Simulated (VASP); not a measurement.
**As: equation of state with PBEsol**

Crystal: As.

```
As
1.0
     1.89628    1.09482    3.36027
    -1.89628    1.09482    3.36027
     0.00000   -2.18964    3.36027
As
2
Cartesian
  0.0000 0.0000 2.3201
  0.0000 0.0000 7.7607
```

```
Program             : VASP 6.6.1
Task                : equation of state
Functional          : PBEsol
Potentials or basis : VASP PAW PBE potentials, release 64 (As)
Cutoff              : 520 eV
k mesh              : 8 × 8 × 8
Occupations         : fermi-dirac, width 0.05 eV
Spin                : no spin polarisation
```

```yaml
Equilibrium_volume: 20.93 Å³/atom
Bulk_modulus_at_fixed_shape_and_positions: 81 GPa
Pressure_derivative_of_the_bulk_modulus: "4.2 (rough: it moves with the points fitted)"
```

Energy against volume, from the lowest point:
| volume (Å³/atom) | energy (meV/atom) |
| --- | --- |
| 20.091 | 9.15 |
| 20.510 | 2.21 |
| 20.929 | 0.00 |
| 21.347 | 2.05 |
| 21.766 | 7.94 |

All runs of the series together: 99 s on 1 thread of Intel(R) Xeon(R) Platinum 8375C CPU @ 2.90GHz (Ice Lake) (shared host).

Caveat: the cell was scaled at fixed shape and fractional positions, which overstates the stiffness of a crystal with free parameters, most of all of layers and chains; the PAW data sets were made with another functional, which shifts forces and pressure a little.
